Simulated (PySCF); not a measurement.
Reproducing measurements on acetic acid

**The experiment to reproduce.**

NIST CCCBDB Release 22 (SRD 101), experimental polarizabilities lists, for the gas: mean polarisability 5.149 Å³.

The runs below try to reproduce these values; the comparison stands at the end.

Compound: acetic acid, C2H4O2.
Numbering: `[CH3:1][C:2](=[O:3])[OH:4]` (hydrogens: H5, H6, H7 on C1; H8 on O4)

Cartesian coordinates in Å at the GFN2-xTB level; atoms count from 1:
```xyz
8
C2H4O2 angstrom
C     -0.9576   -0.0578   -0.1182
C      0.4865    0.3279    0.0211
O      0.9289    1.4414   -0.0488
O      1.2647   -0.7418    0.2420
H     -1.2834   -0.5573    0.7910
H     -1.5602    0.8270   -0.2965
H     -1.0626   -0.7563   -0.9447
H      2.1927   -0.4737    0.3295
```

Runs made with PySCF (gas phase, on this GFN2-xTB geometry; no spin–orbit coupling):

```
            level                                                                job  basis functions  wall time
wB97X-D/def2-SVPD  8 singlets by full TDDFT, 3 Tamm–Dancoff triplets, polarisability              118      7.0 s
```

Hardware: one thread, Arm Neoverse V1, on a shared host.

## Comparison

**Mean polarisability.** Measured: 5.149 Å³ (NIST CCCBDB Release 22 (SRD 101), experimental polarizabilities).

```csv
level,computed (Å³),computed − measured (Å³),% (from the printed values)
wB97X-D/def2-SVPD,4.920,-0.229,-4
```

The computed values are static and purely electronic, with core orbitals frozen in the response (1 au = 0.148185 Å³). The table of measured values doesn't say here whether a value is static or optical, or holds a vibrational part. The measurement averages over conformers, the calculation has one.

No measured geometry was used, and the causes of the misses weren't examined.
